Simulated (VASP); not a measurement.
Write the native input for VASP 6.6.1 that does the following.

| Item | Value |
| --- | --- |
| Task | band structure |
| Functional | TB-mBJ |
| Potentials or basis | VASP PAW PBE potentials, release 64 (Al, As) |
| Cutoff | 520 eV |
| k mesh | 6 × 6 × 6 |
| Occupations | gaussian, width 0.03 eV |
| Spin | spin-orbit coupling, no magnetisation |
| Further INCAR settings | ALGO = Normal; EDIFF = 1e-06 |

The system is AlAs.

```
Al As
1.0
     0.00000    2.84088    2.84088
     2.84088    0.00000    2.84088
     2.84088    2.84088    0.00000
Al As
1 1
Cartesian
  0.0000 0.0000 0.0000
  1.4204 1.4204 1.4204
```

One way to write it, as run:

POSCAR

```
AlAs                                    
1.0
    0.0000000000      2.8408844734      2.8408844734
    2.8408844734      0.0000000000      2.8408844734
    2.8408844734      2.8408844734      0.0000000000
  Al              As            
     1     1
Direct
     0.0000000000000000    0.0000000000000000    0.0000000000000000
     0.2500000000000000    0.2500000000000000    0.2500000000000000
```

INCAR.step1

```
SYSTEM = AlAs
PREC     = Accurate       ! precision mode
ENCUT    = 520            ! plane-wave cutoff, eV
EDIFF    = 1E-5           ! SCF threshold, eV
ISMEAR   = 0              ! smearing method
SIGMA    = 0.03           ! smearing width, eV
LREAL    = .FALSE.        ! projectors in reciprocal space
LASPH    = .TRUE.         ! aspherical terms in the spheres
NELM     = 80             ! most SCF steps
ALGO     = Normal         ! electronic algorithm
ISIF     = 2              ! what is computed and relaxed
LWAVE    = .TRUE.         ! write WAVECAR
LCHARG   = .FALSE.        ! write CHGCAR
MAGMOM   = 0 0 0 0 0 0    ! initial moments
LORBIT   = 11             ! projections on sites
LSORBIT  = .TRUE.         ! spin-orbit coupling
GGA_COMPAT= .FALSE.      
GGA      = PE             ! functional
```

INCAR.step2

```
SYSTEM = AlAs
PREC     = Accurate       ! precision mode
ENCUT    = 520            ! plane-wave cutoff, eV
EDIFF    = 1E-6           ! SCF threshold, eV
ISMEAR   = 0              ! smearing method
SIGMA    = 0.03           ! smearing width, eV
LREAL    = .FALSE.        ! projectors in reciprocal space
LASPH    = .TRUE.         ! aspherical terms in the spheres
NELM     = 80             ! most SCF steps
ALGO     = Normal         ! electronic algorithm
ISIF     = 2              ! what is computed and relaxed
LWAVE    = .FALSE.        ! write WAVECAR
LCHARG   = .FALSE.        ! write CHGCAR
MAGMOM   = 0 0 0 0 0 0    ! initial moments
LORBIT   = 11             ! projections on sites
LSORBIT  = .TRUE.         ! spin-orbit coupling
GGA_COMPAT= .FALSE.      
METAGGA  = MBJ            ! meta-GGA
ISTART   = 1
```

KPOINTS

```
regular mesh
0
G
  6 6 6
  0 0 0
```

KPOINTS_OPT

```
explicit points
302
Reciprocal
 0.0000000000  0.0000000000  0.0000000000 1
 0.0263157895  0.0000000000  0.0263157895 1
 0.0526315789  0.0000000000  0.0526315789 1
 0.0789473684  0.0000000000  0.0789473684 1
 0.1052631579  0.0000000000  0.1052631579 1
 0.1315789474  0.0000000000  0.1315789474 1
[... 294 lines left out ...]
 0.5111486200  0.0222972300  0.5111486200 1
 0.4888513800 -0.0222972300  0.4888513800 1
```

Potentials or basis: VASP PAW PBE potentials, release 64 (Al, As).

Launch:

```console
$ cat potpaw_PBE.64/Al/POTCAR potpaw_PBE.64/As/POTCAR > POTCAR
$ cp INCAR.step1 INCAR
$ mpirun -np 1 vasp_ncl > vasp.out
$ cp INCAR.step2 INCAR
$ mpirun -np 1 vasp_ncl > vasp.out
```

It gave:

The valence electrons inside the program's atomic spheres are Al 0.64; As 3.00.

It took 7.4 min on 1 thread of Intel(R) Xeon(R) Platinum 8259CL CPU @ 2.50GHz (Skylake/Cascade Lake), on a shared host, peak memory 0.32 GiB.
